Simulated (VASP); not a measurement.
W:

```xyz
1
Lattice="0.0000 2.0300 2.0300 2.0300 0.0000 2.0300 2.0300 2.0300 0.0000" Properties=species:S:1:pos:R:3 pbc="T T T"
W     0.0000    0.0000    0.0000
```

This isn't the form of W at room conditions, which is bcc.

| Item | Value |
| --- | --- |
| Program | VASP 6.6.1 |
| Task | relaxation of cell and atoms |
| Functional | r2SCAN |
| Potentials or basis | VASP PAW PBE potentials, release 64 (W_sv) |
| Cutoff | 600 eV |
| k mesh | 11 × 11 × 11 |
| Occupations | fermi-dirac, width 0.05 eV |
| Spin | no spin polarisation |

At the start: pressure -8.4 GPa; volume 16.73 Å³/atom.

Q: How do energy, volume and symmetry change on relaxing?

A: Over 4 steps the energy falls by 13.1 meV/atom and the volume is 16.25 Å³/atom (-2.9 %); space group Fm-3m (No. 225, to 0.05 Å).

The path:
```
step  energy change (eV)  largest force (eV/Å)  pressure (GPa)  volume (Å³)
   1              0.0000                0.0000           -8.37        16.73
   2              0.1541                0.0000           38.07        14.70
   3             -0.0131                0.0000           -0.43        16.27
   4             -0.0131                0.0000           -0.06        16.25
```

Final structure:
```cif
data_structure
_symmetry_space_group_name_H-M 'P 1'
_symmetry_Int_Tables_number 1
_cell_length_a 2.8429
_cell_length_b 2.8429
_cell_length_c 2.8429
_cell_angle_alpha 60.000
_cell_angle_beta 60.000
_cell_angle_gamma 60.000
_cell_volume 16.25
loop_
_atom_site_label
_atom_site_type_symbol
_atom_site_fract_x
_atom_site_fract_y
_atom_site_fract_z
_atom_site_occupancy
W1 W 0.00000 0.00000 0.00000 1
```

Caveat: the PAW data sets were made with another functional, which shifts forces and pressure a little.
